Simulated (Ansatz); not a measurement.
## BP: the gap under pressure

BP, F-43m, a = 4.520 Å. Ansatz: PBEsol, PAW, 420 eV, Γ-centred 10×10×10 mesh on 2 atoms, Gaussian smearing 0.02 eV; no spin polarisation. Cell and atoms are relaxed at each pressure, and no other structure is tried, so the rows at high pressure may lie past a change of phase. The gap is sought over the whole zone. The pressures are the targets, met within 0.06 GPa.

```tsv
P (GPa)	gap y (eV)
-2.0	?
0.0	1.113
2.0	1.097
5.0	1.072
10.0	1.036
20.0	0.968
40.0	0.841
```

Fit y = E0 + αP + βP² to the other rows and predict the missing gap.

Least squares on the rows shown. y = 1.112 − 0.007757 P + 2.476×10⁻⁵ P². So α = -7.8 meV/GPa at zero pressure. With a term in P³ added, the coefficient of P becomes -0.008437, 9 % more, which shows how far this figure hangs on the form. At P = -2.0 the fit asked for gives 1.128 eV. The run gave 1.130 eV, so the fit is 0.002 eV too low, within twice the rms miss on the fitted rows (0.001 eV).

The mesh isn't the same in all rows (10×10×10, 12×12×12). Semilocal functionals give gaps under the measured ones; changes of the gap mostly carry over better.